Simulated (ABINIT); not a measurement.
## HfB2: single point with PBEsol

The system is HfB2.

```
Hf B
1.0
     3.14000    0.00000    0.00000
    -1.57000    2.71932    0.00000
     0.00000    0.00000    3.48000
Hf B
1 2
Direct
  0.00000 0.00000 0.00000
  0.66667 0.33333 0.50000
  0.33333 0.66667 0.50000
```

```yaml
Program: ABINIT 10.8.3 (patched build)
Task: single point
Functional: PBEsol
Potentials_or_basis: JTH PAW PBE v2.0
Cutoff: 463 eV
k_mesh: 13 × 13 × 10
Occupations: fermi-dirac, width 0.05 eV
Spin: no spin polarisation
```

```
Band gap on the k mesh                                : none (metal or under the smearing width)
Valence electrons inside the program's atomic spheres : Hf 9.69; B 1.84
```

Levels at points of the mesh, in eV from the Fermi level:
| k point | band 5 | band 6 | band 7 | band 8 | band 9 | band 10 | band 11 | band 12 | band 13 |
| --- | --- | --- | --- | --- | --- | --- | --- | --- | --- |
| (0.00, 0.00, 0.00) | -13.85 | -3.17 | -3.01 | -3.01 | -2.88 | 3.88 | 3.89 | 4.56 | 4.68 |
| (0.00, 0.00, 0.50) | -11.42 | -8.50 | -1.28 | -1.28 | 0.17 | 0.17 | 0.86 | 0.86 | 2.09 |

It took 38 s on 1 thread of Arm Neoverse V1, with other jobs on the host, peak memory 0.13 GiB.

 Spin-orbit coupling is left out, which matters for the levels of Hf.
